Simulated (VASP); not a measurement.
# Fe (Im-3m) in VASP: settings compared, part 2 of 2

VASP 6.6.1. Earlier steps stand in the parts before.

### 3 Density of states, r2SCAN, collinear spin, ferromagnetic start

File INCAR:

```
SYSTEM = Fe
PREC = Accurate
ENCUT = 520
EDIFF = 1E-6
ISMEAR = -5
SIGMA = 0.1
LREAL = .False.
LASPH = .True.
NELM = 150
ALGO = Normal
ISIF = 2
LWAVE = .False.
LCHARG = .False.
ISPIN = 2
MAGMOM = 2.5
LORBIT = 11
LMAXMIX = 4
METAGGA = R2SCAN
LMIXTAU = .True.
AMIX = 0.2
BMIX = 1E-4
AMIX_MAG = 0.8
BMIX_MAG = 1E-4
NEDOS = 1001
```

File KPOINTS:

```
regular mesh
0
Gamma
  18 18 18
  0 0 0
```

File POSCAR:

```
Fe                                      
1.0
   -1.4301361076      1.4301361076      1.4301361076
    1.4301361076     -1.4301361076      1.4301361076
    1.4301361076      1.4301361076     -1.4301361076
  Fe            
     1
Direct
     0.0000000000000000    0.0000000000000000    0.0000000000000000
```

Potentials or basis: VASP PAW PBE potentials, release 64 (Fe).

Run with:

```sh
$ cat potpaw_PBE.64/Fe/POTCAR > POTCAR
$ mpirun -np 1 vasp_std > vasp.out
```

OUTCAR:

```text
SYSTEM = Fe
   PREC = Accurate
   ENCUT = 520
   EDIFF = 1E-6
   ISMEAR = -5
   LREAL = .False.
   LASPH = .True.
   NELM = 150
   ISIF = 2
   ISPIN = 2
   LORBIT = 11
   METAGGA = R2SCAN
   AMIX = 0.2
   AMIX_MAG = 0.8

 ion  position               nearest neighbor table
   1  0.000  0.000  0.000-

  LATTYP: Found a body centered cubic cell.
 ALAT       =     2.8602722152

  Lattice vectors:

 A1 = (  -1.4301361076,   1.4301361076,   1.4301361076)
[... 788 lines left out ...]
  -------------------------------------------------------------------------------------
  Total        0.0138458      0.0138458      0.0138458     -0.0000000     -0.0000000      0.0000000
  in kB        1.8959880      1.8959880      1.8959880     -0.0000000     -0.0000000      0.0000000
  external PRESSURE =       1.8959880 kB  Pullay stress =       0.0000000 kB

 VOLUME and BASIS-vectors are now :
 -----------------------------------------------------------------------------
  energy-cutoff  :      520.00
  volume of cell :       11.70
      direct lattice vectors                 reciprocal lattice vectors
    -1.430136108  1.430136108  1.430136108     0.000000000  0.349617073  0.349617073
     1.430136108 -1.430136108  1.430136108     0.349617073  0.000000000  0.349617073
     1.430136108  1.430136108 -1.430136108     0.349617073  0.349617073  0.000000000

 POSITION                                       TOTAL-FORCE (eV/Angst)
 -----------------------------------------------------------------------------------
      0.00000      0.00000      0.00000         0.000000     -0.000000      0.000000
 -----------------------------------------------------------------------------------
    total drift:                                0.000000      0.000000      0.000000

  FREE ENERGIE OF THE ION-ELECTRON SYSTEM (eV)
  ---------------------------------------------------
  free  energy   TOTEN  =       -14.3583306814 eV

  energy  without entropy=      -14.3583306814  energy(sigma->0) =      -14.35833068

 total charge

# of ion       s       p       d       tot
------------------------------------------
    1        0.480   0.554   6.178   7.211

 magnetization (x)

# of ion       s       p       d       tot
------------------------------------------
    1       -0.014  -0.120   2.825   2.691
```

OSZICAR:

```text
N       E                     dE             d eps       ncg     rms          rms(c)
DAV:   1     0.118135896827E+02    0.11814E+02   -0.41954E+03  7196   0.111E+03
DAV:   2    -0.155145830685E+02   -0.27328E+02   -0.25756E+02  7088   0.138E+02
DAV:   3    -0.158902374918E+02   -0.37565E+00   -0.37397E+00  7848   0.227E+01
DAV:   4    -0.158924743212E+02   -0.22368E-02   -0.22369E-02  7638   0.161E+00
DAV:   5    -0.158925020253E+02   -0.27704E-04   -0.27695E-04  7650   0.163E-01    0.119E+01
DAV:   6    -0.141475487383E+02    0.17450E+01   -0.61081E+00  7427   0.421E+01    0.589E+00
DAV:   7    -0.142814898112E+02   -0.13394E+00   -0.15036E+00  7592   0.154E+01    0.515E+00
DAV:   8    -0.142892892630E+02   -0.77995E-02   -0.57998E-03  8021   0.924E-01    0.504E+00
DAV:   9    -0.143680999896E+02   -0.78811E-01   -0.37639E-01  8947   0.692E+00    0.309E+00
DAV:  10    -0.143636561066E+02    0.44439E-02   -0.71039E-03  9509   0.948E-01    0.248E+00
DAV:  11    -0.143554013566E+02    0.82548E-02   -0.41948E-02  7816   0.274E+00    0.584E-01
DAV:  12    -0.143568950294E+02   -0.14937E-02   -0.25040E-02  9353   0.189E+00    0.392E-01
DAV:  13    -0.143574950021E+02   -0.59997E-03   -0.48882E-04  9265   0.268E-01    0.333E-01
DAV:  14    -0.143581962708E+02   -0.70127E-03   -0.11383E-03  8902   0.390E-01    0.167E-01
DAV:  15    -0.143582723171E+02   -0.76046E-04   -0.14553E-03  9068   0.451E-01    0.391E-02
DAV:  16    -0.143583302804E+02   -0.57963E-04   -0.75059E-05  8838   0.106E-01    0.840E-03
DAV:  17    -0.143583306814E+02   -0.40094E-06   -0.12584E-06  3837   0.146E-02
   1 F= -.14358331E+02 E0= -.14358331E+02  d E =0.000000E+00  mag=     2.6222
```

stdout:

```text
POSCAR found type information on POSCAR Fe
 POSCAR found :  1 types and       1 ions
 scaLAPACK will be used
 -----------------------------------------------------------------------------
|                                                                             |
[... 23 lines left out ...]
|     occupations, so forces and stress will be inaccurate. We suggest        |
|     using a different smearing scheme ISMEAR = 1 or 2 for metals in         |
|     relaxations.                                                            |
|                                                                             |
 -----------------------------------------------------------------------------
```

It took 1.7 min on 1 thread of Intel Xeon Platinum 8559C (Emerald Rapids), shared host; peak memory 0.17 GiB.

Results:

* Free energy: -14.3583 eV
* Pressure: 0.2 GPa
* Band gap on the k mesh: none (metal or under the smearing width)
* Net moment: 2.62 μB per cell
* Site moments: Fe +2.69 μB
* Valence electrons inside the program's atomic spheres: Fe 7.21

States per cell in windows of 1 eV (zero at the Fermi level; states under -8 eV left out):
```
from (eV)    up  down  Fe1_d_up  Fe1_d_down  Fe1_p_up  Fe1_p_down  Fe1_s_up  Fe1_s_down
     -8.0  0.04  0.04      0.00        0.00      0.00        0.00      0.02        0.03
     -7.0  0.07  0.06      0.01        0.00      0.01        0.01      0.04        0.03
     -6.0  0.27  0.09      0.14        0.01      0.02        0.02      0.07        0.04
     -5.0  0.83  0.13      0.64        0.03      0.04        0.03      0.05        0.04
     -4.0  1.38  0.26      1.21        0.11      0.07        0.04      0.01        0.06
     -3.0  0.75  0.39      0.66        0.24      0.04        0.05      0.01        0.03
     -2.0  1.64  0.69      1.56        0.50      0.02        0.09      0.01        0.00
     -1.0  0.38  1.00      0.34        0.79      0.02        0.11      0.01        0.00
      0.0  0.13  0.30      0.07        0.28      0.03        0.01      0.01        0.00
      1.0  0.13  0.54      0.05        0.50      0.04        0.01      0.01        0.00
      2.0  0.12  1.57      0.05        1.51      0.05        0.01      0.01        0.00
      3.0  0.11  0.41      0.04        0.37      0.04        0.02      0.01        0.01
      4.0  0.08  0.19      0.03        0.14      0.04        0.03      0.01        0.01
      5.0  0.06  0.14      0.02        0.09      0.03        0.03      0.00        0.01
      6.0  0.03  0.10      0.01        0.05      0.02        0.03      0.00        0.00
      7.0  0.18  0.06      0.07        0.03      0.04        0.02      0.05        0.00
```

Caveat: the PAW data sets were made with another functional, which shifts forces and pressure a little; tetrahedron occupations give inexact forces and stress in metals.

### 4 Band structure, PBE, collinear spin, ferromagnetic start

This run uses another cell than the first one, of 11.32 Å³/atom, 0.968 times its volume.

File INCAR:

```
SYSTEM = Fe
PREC = Accurate
ENCUT = 520
EDIFF = 1E-7
ISMEAR = 1
SIGMA = 0.1
LREAL = .False.
LASPH = .True.
NELM = 150
ALGO = Normal
ISIF = 2
LWAVE = .False.
LCHARG = .False.
ISPIN = 2
MAGMOM = 2.5
LORBIT = 11
LMAXMIX = 4
GGA = PE
AMIX = 0.2
BMIX = 1E-4
AMIX_MAG = 0.8
BMIX_MAG = 1E-4
```

File KPOINTS:

```
Automatic mesh
0
Gamma
  18 18 18
  0 0 0
```

File POSCAR:

```
Fe                                      
1.0
   -1.4145604691      1.4145604691      1.4145604691
    1.4145604691     -1.4145604691      1.4145604691
    1.4145604691      1.4145604691     -1.4145604691
  Fe            
     1
Direct
     0.0000000000000000    0.0000000000000000    0.0000000000000000
```

File KPOINTS_OPT:

```
explicit points
91
Reciprocal
 0.0000000000  0.0000000000  0.0000000000 1
 0.0357142857 -0.0357142857  0.0357142857 1
 0.0714285714 -0.0714285714  0.0714285714 1
 0.1071428571 -0.1071428571  0.1071428571 1
 0.1428571429 -0.1428571429  0.1428571429 1
 0.1785714286 -0.1785714286  0.1785714286 1
 0.2142857143 -0.2142857143  0.2142857143 1
 0.2500000000 -0.2500000000  0.2500000000 1
 0.2857142857 -0.2857142857  0.2857142857 1
 0.3214285714 -0.3214285714  0.3214285714 1
 0.3571428571 -0.3571428571  0.3571428571 1
 0.3928571429 -0.3928571429  0.3928571429 1
 0.4285714286 -0.4285714286  0.4285714286 1
 0.4642857143 -0.4642857143  0.4642857143 1
 0.5000000000 -0.5000000000  0.5000000000 1
 0.5000000000 -0.5000000000  0.5000000000 1
 0.4642857143 -0.4642857143  0.5000000000 1
 0.4285714286 -0.4285714286  0.5000000000 1
 0.3928571429 -0.3928571429  0.5000000000 1
 0.3571428571 -0.3571428571  0.5000000000 1
 0.3214285714 -0.3214285714  0.5000000000 1
 0.2857142857 -0.2857142857  0.5000000000 1
 0.2500000000 -0.2500000000  0.5000000000 1
 0.2142857143 -0.2142857143  0.5000000000 1
 0.1785714286 -0.1785714286  0.5000000000 1
 0.1428571429 -0.1428571429  0.5000000000 1
 0.1071428571 -0.1071428571  0.5000000000 1
 0.0714285714 -0.0714285714  0.5000000000 1
 0.0357142857 -0.0357142857  0.5000000000 1
 0.0000000000  0.0000000000  0.5000000000 1
 0.0000000000  0.0000000000  0.5000000000 1
 0.0000000000  0.0000000000  0.4642857143 1
 0.0000000000  0.0000000000  0.4285714286 1
 0.0000000000  0.0000000000  0.3928571429 1
 0.0000000000  0.0000000000  0.3571428571 1
 0.0000000000  0.0000000000  0.3214285714 1
 0.0000000000  0.0000000000  0.2857142857 1
 0.0000000000  0.0000000000  0.2500000000 1
 0.0000000000  0.0000000000  0.2142857143 1
 0.0000000000  0.0000000000  0.1785714286 1
 0.0000000000  0.0000000000  0.1428571429 1
 0.0000000000  0.0000000000  0.1071428571 1
 0.0000000000  0.0000000000  0.0714285714 1
 0.0000000000  0.0000000000  0.0357142857 1
 0.0000000000  0.0000000000  0.0000000000 1
 0.0000000000  0.0000000000  0.0000000000 1
 0.0178571429  0.0178571429  0.0178571429 1
 0.0357142857  0.0357142857  0.0357142857 1
 0.0535714286  0.0535714286  0.0535714286 1
 0.0714285714  0.0714285714  0.0714285714 1
 0.0892857143  0.0892857143  0.0892857143 1
 0.1071428571  0.1071428571  0.1071428571 1
 0.1250000000  0.1250000000  0.1250000000 1
 0.1428571429  0.1428571429  0.1428571429 1
 0.1607142857  0.1607142857  0.1607142857 1
 0.1785714286  0.1785714286  0.1785714286 1
 0.1964285714  0.1964285714  0.1964285714 1
 0.2142857143  0.2142857143  0.2142857143 1
 0.2321428571  0.2321428571  0.2321428571 1
 0.2500000000  0.2500000000  0.2500000000 1
 0.2500000000  0.2500000000  0.2500000000 1
 0.2678571429  0.1964285714  0.2678571429 1
 0.2857142857  0.1428571429  0.2857142857 1
 0.3035714286  0.0892857143  0.3035714286 1
 0.3214285714  0.0357142857  0.3214285714 1
 0.3392857143 -0.0178571429  0.3392857143 1
 0.3571428571 -0.0714285714  0.3571428571 1
 0.3750000000 -0.1250000000  0.3750000000 1
 0.3928571429 -0.1785714286  0.3928571429 1
 0.4107142857 -0.2321428571  0.4107142857 1
 0.4285714286 -0.2857142857  0.4285714286 1
 0.4464285714 -0.3392857143  0.4464285714 1
 0.4642857143 -0.3928571429  0.4642857143 1
 0.4821428571 -0.4464285714  0.4821428571 1
 0.5000000000 -0.5000000000  0.5000000000 1
 0.2500000000  0.2500000000  0.2500000000 1
 0.2321428571  0.2321428571  0.2678571429 1
 0.2142857143  0.2142857143  0.2857142857 1
 0.1964285714  0.1964285714  0.3035714286 1
 0.1785714286  0.1785714286  0.3214285714 1
 0.1607142857  0.1607142857  0.3392857143 1
 0.1428571429  0.1428571429  0.3571428571 1
 0.1250000000  0.1250000000  0.3750000000 1
 0.1071428571  0.1071428571  0.3928571429 1
 0.0892857143  0.0892857143  0.4107142857 1
 0.0714285714  0.0714285714  0.4285714286 1
 0.0535714286  0.0535714286  0.4464285714 1
 0.0357142857  0.0357142857  0.4642857143 1
 0.0178571429  0.0178571429  0.4821428571 1
 0.0000000000  0.0000000000  0.5000000000 1
 0.0000000000  0.0000000000  0.0000000000 1
```

Run with:

```sh
$ cat potpaw_PBE.64/Fe/POTCAR > POTCAR
$ mpirun -np 1 vasp_std > vasp.out
```

Run time: 20 s. Hardware: 1 thread of Intel Xeon 6975P-C (Granite Rapids), shared host; peak memory 0.17 GiB.

The run converged. Its results:

```
Free energy                                           : -8.2443 eV
Pressure                                              : 0.1 GPa
Band gap along the path                               : none (metal or under the smearing width)
Net moment                                            : 2.17 μB per cell
Site moments                                          : Fe +2.17 μB
Valence electrons inside the program's atomic spheres : Fe 7.28
```

Levels at the corners of the path, in eV from the Fermi level:
Spin up:
```
point  band 3  band 4  band 5  band 6  band 7  band 8
    Γ   -2.30   -2.30   -1.09   -1.09   25.06   25.06
    H    0.13    0.13    0.13    9.97    9.97    9.97
    H    0.13    0.13    0.13    9.97    9.97    9.97
    N   -1.02   -0.90    0.40    0.53    7.39   18.40
    N   -1.02   -0.90    0.40    0.53    7.39   18.40
    Γ   -2.30   -2.30   -1.09   -1.09   25.06   25.06
    Γ   -2.30   -2.30   -1.09   -1.09   25.06   25.06
    P   -3.23   -0.87   -0.87    8.67    8.67    8.67
    P   -3.23   -0.87   -0.87    8.67    8.67    8.67
    H    0.13    0.13    0.13    9.97    9.97    9.97
    P   -3.23   -0.87   -0.87    8.67    8.67    8.67
    N   -1.02   -0.90    0.40    0.53    7.39   18.40
```
Spin down:
| point | band 1 | band 2 | band 3 | band 4 | band 5 | band 6 | band 7 |
| --- | --- | --- | --- | --- | --- | --- | --- |
| Γ | -8.28 | -0.42 | -0.42 | -0.42 | 1.65 | 1.65 | 24.81 |
| H | -3.05 | -3.05 | 2.28 | 2.28 | 2.28 | 10.23 | 10.23 |
| H | -3.05 | -3.05 | 2.28 | 2.28 | 2.28 | 10.23 | 10.23 |
| N | -3.67 | -1.70 | 0.63 | 1.50 | 1.91 | 2.59 | 8.75 |
| N | -3.67 | -1.70 | 0.63 | 1.50 | 1.91 | 2.59 | 8.75 |
| Γ | -8.28 | -0.42 | -0.42 | -0.42 | 1.65 | 1.65 | 24.81 |
| Γ | -8.28 | -0.42 | -0.42 | -0.42 | 1.65 | 1.65 | 24.81 |
| P | -1.86 | -1.86 | -1.86 | 1.96 | 1.96 | 9.54 | 9.54 |
| P | -1.86 | -1.86 | -1.86 | 1.96 | 1.96 | 9.54 | 9.54 |
| H | -3.05 | -3.05 | 2.28 | 2.28 | 2.28 | 10.23 | 10.23 |
| P | -1.86 | -1.86 | -1.86 | 1.96 | 1.96 | 9.54 | 9.54 |
| N | -3.67 | -1.70 | 0.63 | 1.50 | 1.91 | 2.59 | 8.75 |

### 5 Density of states, PBE, collinear spin, ferromagnetic start

This run uses another cell than the first one, of 11.32 Å³/atom, 0.968 times its volume.

POSCAR is that of step 4.

File INCAR.step1:

```
SYSTEM = Fe
PREC = Accurate
ENCUT = 520
EDIFF = 1E-7
ISMEAR = 1
SIGMA = 0.1
LREAL = .False.
LASPH = .True.
NELM = 150
ALGO = Normal
ISIF = 2
LWAVE = .False.
LCHARG = .True.
ISPIN = 2
MAGMOM = 2.5
LMAXMIX = 4
GGA = PE
AMIX = 0.2
BMIX = 1E-4
AMIX_MAG = 0.8
BMIX_MAG = 1E-4
```

File KPOINTS.step1:

```
Automatic mesh
0
Gamma
  18 18 18
  0 0 0
```

File INCAR.step2:

```
SYSTEM = Fe
PREC = Accurate
ENCUT = 520
EDIFF = 1E-7
ISMEAR = -5
SIGMA = 0.1
LREAL = .False.
LASPH = .True.
NELM = 150
ALGO = Normal
ISIF = 2
LWAVE = .False.
LCHARG = .False.
ISPIN = 2
MAGMOM = 2.5
LORBIT = 11
LMAXMIX = 4
GGA = PE
AMIX = 0.2
BMIX = 1E-4
AMIX_MAG = 0.8
BMIX_MAG = 1E-4
NEDOS = 2001
ICHARG = 11
```

File KPOINTS.step2:

```
Automatic mesh
0
Gamma
  27 27 27
  0 0 0
```

Run with:

```sh
$ cat potpaw_PBE.64/Fe/POTCAR > POTCAR
$ cp INCAR.step1 INCAR
$ cp KPOINTS.step1 KPOINTS
$ mpirun -np 1 vasp_std > vasp.out
$ cp INCAR.step2 INCAR
$ cp KPOINTS.step2 KPOINTS
$ mpirun -np 1 vasp_std > vasp.out
```

Wall time 48 s (1 thread of Intel Xeon 6975P-C (Granite Rapids), shared host); peak memory 0.28 GiB.

It converged, with:

| Property | Result |
| --- | --- |
| Net moment | 2.17 μB per cell |
| Site moments | Fe +2.17 μB |
| Valence electrons inside the program's atomic spheres | Fe 7.28 |

Levels at points of the mesh, in eV from the Fermi level:
Spin up:
```csv
k point,band 3,band 4,band 5,band 6,band 7,band 8
"(0.00, 0.00, 0.00)",-2.30,-2.30,-1.09,-1.09,25.06,25.06
```
Spin down:
```
           k point  band 1  band 2  band 3  band 4  band 5  band 6  band 7  band 8
(0.00, 0.00, 0.00)   -8.28   -0.42   -0.42   -0.42    1.65    1.65   24.81   24.81
```

States per cell in windows of 1 eV (zero at the Fermi level; states under -8 eV left out):
```
from (eV)    up  down  Fe1_d_up  Fe1_d_down  Fe1_p_up  Fe1_p_down  Fe1_s_up  Fe1_s_down
     -8.0  0.03  0.03      0.00        0.00      0.00        0.00      0.02        0.02
     -7.0  0.06  0.05      0.00        0.00      0.01        0.01      0.04        0.03
     -6.0  0.12  0.08      0.03        0.01      0.02        0.01      0.05        0.04
     -5.0  0.67  0.12      0.45        0.02      0.05        0.02      0.08        0.05
     -4.0  0.89  0.32      0.76        0.15      0.04        0.04      0.01        0.07
     -3.0  1.02  0.49      0.86        0.34      0.07        0.04      0.01        0.03
     -2.0  1.06  1.07      0.99        0.87      0.03        0.09      0.01        0.00
     -1.0  1.23  0.75      1.16        0.60      0.03        0.08      0.01        0.01
      0.0  0.29  0.47      0.24        0.42      0.02        0.02      0.01        0.00
      1.0  0.14  1.50      0.08        1.45      0.04        0.01      0.01        0.00
      2.0  0.13  0.53      0.06        0.49      0.04        0.02      0.01        0.01
      3.0  0.12  0.18      0.05        0.13      0.04        0.03      0.01        0.01
      4.0  0.09  0.14      0.03        0.08      0.04        0.04      0.01        0.01
      5.0  0.07  0.11      0.02        0.06      0.03        0.04      0.00        0.01
      6.0  0.04  0.08      0.01        0.03      0.02        0.03      0.00        0.00
      7.0  0.14  0.05      0.05        0.02      0.03        0.02      0.04        0.00
```

Caveat: tetrahedron occupations give inexact forces and stress in metals.

### 6 Summary

| task | level | cell | smearing | k mesh for the DOS | occupations for the DOS | pressure (GPa) | moment (μB) |
| --- | --- | --- | --- | --- | --- | --- | --- |
| band structure | r2SCAN | Im-3m, 11.7 Å³/atom | methfessel-paxton 0.1 eV | - | - | 0.1 | 2.62 |
| density of states | r2SCAN | Im-3m, 11.7 Å³/atom | tetrahedron | - | - | 0.2 | 2.62 |
| band structure | PBE | Im-3m, 11.32 Å³/atom | methfessel-paxton 0.1 eV | - | - | 0.1 | 2.17 |
| density of states | PBE | Im-3m, 11.32 Å³/atom | methfessel-paxton 0.1 eV | 27 × 27 × 27 | tetrahedron | - | 2.17 |

Alike in all rows: potentials or basis VASP PAW PBE potentials, release 64 (Fe); spin collinear, ferromagnetic start; k mesh 18 × 18 × 18; cutoff (eV) 520.

Caveats: the PAW data sets were made with another functional, which shifts forces and pressure a little (some runs); tetrahedron occupations give inexact forces and stress in metals (some runs).

Absolute energies hang on the potentials; compare differences alone.
